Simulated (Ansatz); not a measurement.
# TiC (Fm-3m) in Ansatz: further runs, part 2 of 2

Ansatz 0.2.0. Earlier steps stand in the parts before.

### Step 4. Relaxation of cell and atoms, PBE+D4

Contents of input.yaml:

```yaml
crystal:
  lattice:
    - [0.0, 2.1657188437, 2.1657188437]
    - [2.1657188437, 0.0, 2.1657188437]
    - [2.1657188437, 2.1657188437, 0.0]
  atoms:
    - { symbol: Ti, position: [0.0, 0.0, 0.0] }
    - { symbol: C, position: [0.5, 0.5, 0.5] }
hamiltonian:
  xc: pbe
  pseudopotentials: { kind: paw }
  dispersion: d4
kpoints:
  mp_grid: { grid: [11, 11, 11] }
scf:
  occupations: { method: fermi_dirac, width: 0.05 }
output:
  forces: true
  stress: true
relax:
  f_tol: 0.01
  max_steps: 40
  cell: { stress_tol: 0.05 }
```

The run is started by

```
$ ansatz run input.yaml --threads 2 --pin off --max-ram 5632MiB --backend cpu --events-out ev --progress --plain --runs-dir out
```

Wall time 3.4 s (2 threads of Arm Neoverse V1, shared host); peak memory 0.29 GiB.

Results (log left out):

```yaml
Free_energy: -2752.8299 eV
Relaxed_volume: 9.98 Å³/atom
Relaxed_cell: a = 3.044 Å, b = 3.044 Å, c = 3.044 Å, α = 60.00°, β = 60.00°, γ = 60.00°
Space_group_after_relaxing_to_0.05_Å: Fm-3m (No. 225)
Energy_gained_by_relaxing: 2.6 meV/atom
Ionic_steps: 4
Pressure_after_relaxing: 0.0 GPa
```

The path:
```
step  energy change (eV)  largest force (eV/Å)  volume (Å³)
   1              0.0000                0.0000        20.32
   2             -0.0057                0.0000        20.00
   3             -0.0058                0.0000        19.95
   4             -0.0052                0.0000        19.95
```

Final structure:
```cif
data_structure
_symmetry_space_group_name_H-M 'P 1'
_symmetry_Int_Tables_number 1
_cell_length_a 3.0444
_cell_length_b 3.0444
_cell_length_c 3.0444
_cell_angle_alpha 60.000
_cell_angle_beta 60.000
_cell_angle_gamma 60.000
_cell_volume 19.95
loop_
_atom_site_label
_atom_site_type_symbol
_atom_site_fract_x
_atom_site_fract_y
_atom_site_fract_z
_atom_site_occupancy
Ti1 Ti 0.00000 0.00000 0.00000 1
C1 C 0.50000 0.50000 0.50000 1
```

Caveat: the plane-wave basis is chosen anew once the cell has moved, so the energies of steps on either side of that aren't comparable.

### Step 5. Relaxation of cell and atoms, PBEsol+D3(BJ)

input.yaml, as its differences from that of step 4:

```diff
@@ -9,5 +9,5 @@
 hamiltonian:
-  xc: pbe
+  xc: pbesol
   pseudopotentials: { kind: paw }
-  dispersion: d4
+  dispersion: d3bj
 kpoints:
@@ -19,2 +19,6 @@
   stress: true
+  write_density: true
+  write_potential: true
+  elf: true
+  volumetric_format: npy
 relax:
```

Potentials or basis: Ansatz PAW.

The run is started by

```
$ ansatz run input.yaml --threads 2 --pin off --max-ram 5632MiB --backend cpu --events-out ev --progress --plain --runs-dir out
```

The program printed:

```text
Warning: RAYON_NUM_THREADS=2 ignored (pool sized by the plan → 2); use --threads N
Engine: ansatz 0.2.0, aarch64-unknown-linux-gnu
Pseudopotentials: kind: paw
Pseudopotential: Ti, paw, valence charge 12, recommended cutoff 420 eV (normal), Ti.paw.azcp
Pseudopotential: C, paw, valence charge 4, recommended cutoff 420 eV (normal), C.paw.azcp
Functional definition: PBEsol
  exchange = pbesol_x
  correlation = pbesol_c
Crystal: 2 atoms, lattice volume = 20.316 Å³
Basis set: ecut = 420 eV, 411 PW (Γ), exchange–correlation on 48×48×48 points (8 copies of the dense FFT grid, shifted against one another)
Bands: 12, of which v1, the nominal top of the filled ones, is band 8 counted from 1 (7 counted from 0)
Symmetry: 48 space group operations
Space group: Fm-3m (ITA 225), of the structure as read, at distance tolerance 2.7e-5 Å
k-points: 56 of 1331
Non-local potential: Ti, projectors of the file, l = 0: 3, l = 1: 2, l = 2: 3, l = 3: 1
Non-local potential: C, projectors of the file, l = 0: 2, l = 1: 2, l = 2: 1
PAW form: soft (Blöchl's): semilocal exchange-correlation on the pseudo side does not see the compensation charge
PAW frozen core: Ti, regenerated for the run's functional, and the local potential with it (the file was generated under x = pbe(κ = 0.804, μ = 0.2195149727645171), c = pbe(β = 0.06672455060314922))
PAW frozen core: C, regenerated for the run's functional, and the local potential with it (the file was generated under x = pbe(κ = 0.804, μ = 0.2195149727645171), c = pbe(β = 0.06672455060314922))
PAW one-centre angular grid: Ti, 590 points (default); XC on 64 Gauss nodes
PAW one-centre angular grid: C, 110 points (default); XC on 64 Gauss nodes
Initial density: superposition of atomic densities (neutral atoms: chi_scale 0, normalization atom), corrected by the library's trained network
Initial wavefunctions: pseudopotential atomic-orbital guess
Functional: x = pbesol(κ = 0.804, μ = 0.12345679012345678), c = pbesol(β = 0.046)
SCF iter   1: F=—  HF=-2723.231683 eV  |F-HF|=—  |Δ(HF+E_count)|=         —  Δρ=1.02e-2  dr2=2.40e-2  ethr=1.77e-3  ⟨swp⟩=4.3  Hψ=3322  notcnv=0
preconditioner: auto → none  [insulator: Δε(μ)=0.158 eV  Ē_g=7.855 eV  σ=0.050 eV  W_gap=0.66  n_scr=8 (ndim 8)  ℏωp=23.3 eV  f_vac=0.000  D(μ)=0.30/eV (n_scr^D=0)  ε∞_Penn≈9.8]
SCF iter   2: F=—  HF=-2723.226247 eV  |F-HF|=—  |Δ(HF+E_count)|=   5.44e-3  Δρ=3.61e-3  dr2=3.22e-3  ethr=1.50e-4  ⟨swp⟩=2.0  Hψ=1338  notcnv=0
SCF iter   3: F=—  HF=-2723.225684 eV  |F-HF|=—  |Δ(HF+E_count)|=   5.63e-4  Δρ=5.95e-4  dr2=7.21e-5  ethr=2.01e-5  ⟨swp⟩=2.0  Hψ=757  notcnv=0
SCF iter   4: F=—  HF=-2723.225672 eV  |F-HF|=—  |Δ(HF+E_count)|=   1.22e-5  Δρ=8.46e-5  dr2=8.10e-7  ethr=4.51e-7  ⟨swp⟩=2.0  Hψ=772  notcnv=0
iter 5 did not close the SCF: its close was put off for the readings that it lacked (scf_convergence_deferred on its scf_iter line)
SCF iter   5: F=-2723.225672 eV  HF=-2723.225672 eV  |F-HF|=1.04e-8  |Δ(HF+E_count)|=   2.32e-7  Δρ=1.17e-5  dr2=2.08e-8  ethr=5.06e-9  ⟨swp⟩=2.1  Hψ=859  notcnv=0
[... 87 lines left out ...]
basis re-selected at this cell: Δ(F+E_penalty+E_count) = +2.610e-5 eV, ΔP = -0.000 GPa vs the last step (what re-selecting the basis moved, of the pressure what is left beyond the Pulay correction that the steps carried, after the strain that the cell walked since its last selection, with what the two solves' SCF thresholds leave and, on support functions, any second-order correction that the steps lacked; it is no measure of the basis error at this ecutwfc). This SCF's stress stands 3.61e-4 GPa from its target on what of the cell is left free (relax.cell.stress_tol is 5.00e-2 GPa) and its largest allowed force component is 2.50e-30 eV/Å (relax.f_tol is 1.00e-2 eV/Å): within both
SCF converged after 7 iterations
Free energy (F): -2723.270346 eV
Harris-Foulkes:  -2723.270346 eV  (|F-HF|=4.55e-13)
Internal energy: -2723.267816 eV  (E = F + TS)
E sigma→0 (E₀):  -2723.269081 eV
Entropy (-TS):   -0.002530 eV (-1.265 meV/atom)
Fermi energy:    15.558261 eV
--- Per-component energies (eV) ---
  E_band       = -96.441212
  E_kinetic    = 364.912599
  E_local      = -744.160898  (includes V_loc(G=0)·N_el)
  E_nonlocal   = 33.502000
  E_hartree    = 304.694281
  E_xc         = -147.233028
  E_vxc        = -184.623533  (∫ρ·V_xc dr)
  E_paw        = -1116.584576  (= ΣΔE_a)
  E_vpaw       = -175.460059  (= ΣTr[D̂ρ^β])
  E_aug_tail   = 0.000115  (compensation charges beyond the density's cutoff)
  E_ewald      = -1417.697709
  E_disp       = -0.861086  (pairwise vdW)
  E_core_change = 0.160485  (= ΣΔE_core)
  E_smearing   = -0.002530  (= −TS)
  E_closure    = 0.000000  (closes the sum)
  Σ components = -2723.270346   (vs F -2723.270346, Δ=0.00e0)
--- Forces (eV/Å), atoms counted from 1 ---
  atom   1  Ti    -0.00000000     0.00000000     0.00000000
  atom   2  C      0.00000000    -0.00000000     0.00000000
  max |Σ_I F_I| component: 3.94e-30 eV/Å
--- Stress (GPa, compression-positive) ---
       -0.000361      -0.000000      -0.000000
       -0.000000      -0.000361      -0.000000
       -0.000000      -0.000000      -0.000361
  P = ⅓ Tr σ = -0.0004 GPa (-0.004 kbar)
--- Band table (eV; the first three rows and the last of 56) ---
  k-point 0: bands = ["-40.6449", "-16.7541", "-16.7541", "-16.7541", "2.8810", "16.1769", "16.1769", "16.1769", "17.2633", "17.2633", "17.2633", "17.3439"]
  k-point 1: bands = ["-40.6374", "-16.8055", "-16.7588", "-16.7588", "3.0821", "15.3321", "15.6439", "15.6439", "16.5484", "16.5484", "17.6859", "18.8867"]
  k-point 2: bands = ["-40.6172", "-16.9411", "-16.7711", "-16.7711", "3.6572", "13.8464", "14.4496", "14.4496", "16.9161", "16.9161", "18.1627", "20.5433"]
  k-point 55: bands = ["-40.5189", "-17.1482", "-17.1210", "-16.9549", "5.9095", "11.9965", "12.1758", "12.9030", "18.1630", "18.6192", "19.3853", "21.2213"]
--- Relaxed structure (5 steps of the walk, 5 accepted, 2 SCFs on fresh bases) ---
  F+E_penalty+E_count = -2723.27034639 eV   max|allowed force component| = 2.498e-30 eV/Å   (the final SCF, on the basis selected at the relaxed cell)
  cell:  # Å, volume = 19.2835 Å³
    - [1.5956874057704667e-33, 2.128393049557866, 2.128393049557866]
    - [2.128393049557866, -2.9278485392146152e-34, 2.128393049557866]
    - [2.128393049557866, 2.128393049557866, -1.1177972397164702e-33]
  atoms:
    - { symbol: Ti, position: [-1.5747662505245096e-35, 1.3894996328156295e-35, 1.5747662505244176e-35] }
    - { symbol: C, position: [0.5, 0.5, 0.5] }
```

Wall time 4.5 s (2 threads of Arm Neoverse V1, shared host); peak memory 0.3 GiB.

Results:

```yaml
Free_energy: -2723.2703 eV
Relaxed_volume: 9.64 Å³/atom
Relaxed_cell: a = 3.010 Å, b = 3.010 Å, c = 3.010 Å, α = 60.00°, β = 60.00°, γ = 60.00°
Space_group_after_relaxing_to_0.05_Å: Fm-3m (No. 225)
Energy_gained_by_relaxing: 22.3 meV/atom
Ionic_steps: 7
Pressure_after_relaxing: 0.0 GPa
Band_gap_on_the_k_mesh: none (metal or under the smearing width)
```

The path:
| step | energy change (eV) | largest force (eV/Å) | volume (Å³) |
| --- | --- | --- | --- |
| 1 | 0.0000 | 0.0000 | 20.32 |
| 2 | -0.0454 | 0.0000 | 19.39 |
| 3 | -0.0460 | 0.0000 | 19.28 |
| 4 | -0.0460 | 0.0000 | 19.29 |
| 5 | -0.0447 | 0.0000 | 19.29 |
| 6 | -0.0447 | 0.0000 | 19.28 |
| 7 | -0.0447 | 0.0000 | 19.28 |

Final structure:
```xyz
2
Lattice="0.0000 2.1284 2.1284 2.1284 0.0000 2.1284 2.1284 2.1284 0.0000" Properties=species:S:1:pos:R:3 pbc="T T T"
Ti    0.0000    0.0000    0.0000
C     2.1284    2.1284    2.1284
```

Caveat: the plane-wave basis is chosen anew once the cell has moved, so the energies of steps on either side of that aren't comparable; pairwise dispersion overbinds metals, which lowers pressure and volume; the PAW data sets come from PBE, with cores solved anew for the run's functional, which leaves a small shift of forces and pressure.

### Step 6. Relaxation of cell and atoms, PBEsol+D4

input.yaml, as its differences from that of step 5:

```diff
@@ -11,3 +11,3 @@
   pseudopotentials: { kind: paw }
-  dispersion: d3bj
+  dispersion: d4
 kpoints:
@@ -19,6 +19,2 @@
   stress: true
-  write_density: true
-  write_potential: true
-  elf: true
-  volumetric_format: npy
 relax:
```

Potentials or basis: Ansatz PAW.

The run is started by

```
$ ansatz run input.yaml --threads 2 --pin off --max-ram 5632MiB --backend cpu --events-out ev --progress --plain --runs-dir out
```

Wall time 5.9 s (2 threads of Arm Neoverse V1, shared host); peak memory 0.3 GiB.

It converged, with:

```
Free energy                            : -2722.7465 eV
Relaxed volume                         : 9.79 Å³/atom
Relaxed cell                           : a = 3.025 Å, b = 3.025 Å, c = 3.025 Å, α = 60.00°, β = 60.00°, γ = 60.00°
Space group after relaxing (to 0.05 Å) : Fm-3m (No. 225)
Energy gained by relaxing              : 11.2 meV/atom
Ionic steps                            : 7
Pressure after relaxing                : 0.0 GPa
```

The path:
```
step  energy change (eV)  largest force (eV/Å)  volume (Å³)
   1              0.0000                0.0000        20.32
   2             -0.0231                0.0000        19.65
   3             -0.0235                0.0000        19.58
   4             -0.0235                0.0000        19.58
   5             -0.0225                0.0000        19.58
   6             -0.0225                0.0000        19.58
   7             -0.0225                0.0000        19.58
```

Final structure:
```
CELL_PARAMETERS angstrom
0.00000 2.13908 2.13908
2.13908 0.00000 2.13908
2.13908 2.13908 0.00000
ATOMIC_POSITIONS crystal
Ti 0.00000 0.00000 0.00000
C 0.50000 0.50000 0.50000
```

Caveat: the plane-wave basis is chosen anew once the cell has moved, so the energies of steps on either side of that aren't comparable; the PAW data sets come from PBE, with cores solved anew for the run's functional, which leaves a small shift of forces and pressure.

### Step 7. Summary

| task | level | cell | smearing | gap on the mesh (eV) | pressure (GPa) | relaxed volume (Å³/atom) |
| --- | --- | --- | --- | --- | --- | --- |
| single point | PBE | as given | gaussian 0.028 eV | none | 0.3 | - |
| relaxation of cell and atoms | PBE+D3(BJ) | relaxed | fermi-dirac 0.05 eV | none | 0.0 | 9.88 |
| relaxation of cell and atoms | PBE+D4 | relaxed | fermi-dirac 0.05 eV | - | 0.0 | 9.98 |
| relaxation of cell and atoms | PBEsol+D3(BJ) | relaxed | fermi-dirac 0.05 eV | none | 0.0 | 9.64 |
| relaxation of cell and atoms | PBEsol+D4 | relaxed | fermi-dirac 0.05 eV | - | 0.0 | 9.79 |

Alike in all rows: potentials or basis Ansatz PAW; no spin polarisation; k mesh 11 × 11 × 11; cutoff (eV) 420.

Caveats: the plane-wave basis is chosen anew once the cell has moved, so the energies of steps on either side of that aren't comparable (some runs); pairwise dispersion overbinds metals, which lowers pressure and volume (some runs); the PAW data sets come from PBE, with cores solved anew for the run's functional, which leaves a small shift of forces and pressure (some runs).

Absolute energies hang on the potentials; compare differences alone.
